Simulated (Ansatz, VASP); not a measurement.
One calculation of B, two programs

```
B
1.0
     0.00000    2.49171    2.49171
     2.49171    0.00000    2.49171
     2.49171    2.49171    0.00000
B
4
Direct
  0.00000 0.00000 0.00000
  0.50000 0.00000 0.00000
  0.00000 0.00000 0.50000
  0.00000 0.50000 0.00000
```

Alike in both runs: functional r2SCAN; k mesh 8 × 8 × 8; no spin polarisation.

Ansatz relaxed the structure, and its values are those at the end. VASP's run is a single point on that final structure, the one shown.

```csv
,VASP,Ansatz
version,VASP 6.6.1,Ansatz 0.2.0
potentials or method,"VASP PAW PBE potentials, release 64 (B)",PAW plane waves
plane-wave cutoff (eV),520,500
occupations,"fermi-dirac, width 0.1 eV",fermi-dirac
valence electrons in the cell,12,12
```

|  | VASP | Ansatz | Ansatz less VASP |
| --- | --- | --- | --- |
| gap on the k mesh at the Fermi level (eV) | none | none | - |
| pressure (GPa) | -0.1 | 0.0 | +0.06 |

A gap of «none» marks a metal or a gap that the smearing closes. Ansatz warned: «end_state_compared».

Caveats: the PAW data sets were made with another functional, which shifts forces and pressure a little (VASP).
